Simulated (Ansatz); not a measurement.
Clean, relaxed (001) surface of C, space group P6_3/mmc (No. 194) (top face towards +c; atoms held fixed, by place in the list: 1, 2):

```yaml
crystal:
  lattice:
    - [2.46498, 0.00000, 0.00000]
    - [-1.23249, 2.13474, 0.00000]
    - [0.00000, 0.00000, 23.73843]
  atoms:
    - { symbol: C, position: [0.00000, 0.00000, 0.35807] }
    - { symbol: C, position: [0.33333, 0.66667, 0.35807] }
    - { symbol: C, position: [0.00000, 0.00000, 0.50000] }
    - { symbol: C, position: [0.66667, 0.33333, 0.50000] }
    - { symbol: C, position: [0.00000, 0.00000, 0.64193] }
    - { symbol: C, position: [0.33333, 0.66667, 0.64193] }
```

These are results of DFT PBE+D3(BJ), scalar-relativistic, plane waves, PAW in Ansatz 0.2.0, not measurements. Plane waves to 420 eV, a k mesh through Γ of 12×12×1 on the computed 6-atom cell and Gaussian smearing (0.10 eV); no spin polarisation. A dipole correction removes the field between periodic images along c.

E_ads counts from the clean slab and the free adsorbate (spin-polarised where it has unpaired electrons); negative means bound. Heights count from the highest slab atom after relaxation. Δp counts per cell along +c. With the adsorbate the cell is lengthened along c to keep the vacuum.

An adsorbate (one adsorbate per 5.3 Å²) relaxed from the bridge (C-C) at (0.17, 0.33) site binds with -0.90 eV, its anchoring atom 1.29 Å over the highest slab atom; the slab's dipole changes by -0.111 e·Å and the work function by +3.79 eV.

Problem. Which adsorbate is it? It is a single non-metal or semimetal atom.

Solution. N (atom). Other answers can fit too; this one was computed.

Each end is the local minimum or symmetric point that its start leads to. The slab is only 6.7 Å thick, so the energies aren't converged with thickness.

The adsorbed runs have no spin polarisation, so weakly bound open-shell ends lie too high.